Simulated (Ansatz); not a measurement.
## SiO$_{2}$, one cell by several methods

```yaml
crystal:
  lattice:
    - [-2.37405, 2.37405, 3.74400]
    - [2.37405, -2.37405, 3.74400]
    - [2.37405, 2.37405, -3.74400]
  atoms:
    - { symbol: Si, position: [0.00000, 0.00000, 0.00000] }
    - { symbol: Si, position: [0.75000, 0.25000, 0.50000] }
    - { symbol: O, position: [0.99838, 0.62500, 0.87338] }
    - { symbol: O, position: [0.37500, 0.24838, 0.37338] }
    - { symbol: O, position: [0.75162, 0.12500, 0.12662] }
    - { symbol: O, position: [0.87500, 0.00162, 0.62662] }
```

Atom numbers follow the list: Si1, Si2, O3, O4, O5, O6.

The cell is COD entry 9006285, as deposited and not checked against the literature; nothing was relaxed.

Methods: DFT, PBEsol, PAW with Ansatz's default frozen-core files, scalar-relativistic (Ansatz 0.2.0); DFT, PBEsol, all-electron PAW with datasets made for the crystal, scalar-relativistic (Ansatz 0.2.0); DFT, PBEsol, all-electron LAPW, scalar-relativistic (Ansatz 0.2.0).

For PAW: a Γ-centred 7×7×7 k mesh, Fermi–Dirac smearing of 0.03 eV, cutoff 420 eV, no spin polarisation; the PAW files were made with PBE, and the program remakes their frozen cores for this functional. The crystal-made all-electron datasets (AE datasets) take a cutoff of 540 eV at this cell. LAPW targets a basis error of 1 meV/atom. The Ansatz runs share mesh, smearing and spin set-up. Plane-wave (PAW) pressures include the program's estimate of the Pulay term.

Stress and pressure are positive in compression.

Levels count from the top of the valence band.

```
                             quantity     PAW  AE datasets    LAPW
                       pressure (GPa)       ?         1.01    1.01
                      stress xx (GPa)    1.76         1.69    1.69
                      stress zz (GPa)       ?        -0.36   -0.36
                        band gap (eV)   5.974        5.984   5.984
       highest filled level at S (eV)  -0.133       -0.133  -0.133
         lowest empty level at S (eV)   8.958        8.966   8.966
       highest filled level at X (eV)  -0.235       -0.237  -0.237
         lowest empty level at X (eV)   9.410        9.416   9.416
       highest filled level at M (eV)  -0.106       -0.106  -0.106
         lowest empty level at M (eV)   8.979        8.983   8.983
field gradient Vzz at Si1 (10²¹ V/m²)   -0.61        -0.61       –
 field gradient Vzz at O3 (10²¹ V/m²)    8.77            ?       –
```

Question: Fill in "PAW" for the row "pressure (GPa)".

Answer: 1.08.

Question: Fill in "AE datasets" for the row "field gradient Vzz at O3 (10²¹ V/m²)".

Answer: 8.51.

Question: Fill in "PAW" for the row "stress zz (GPa)".

Answer: -0.28.
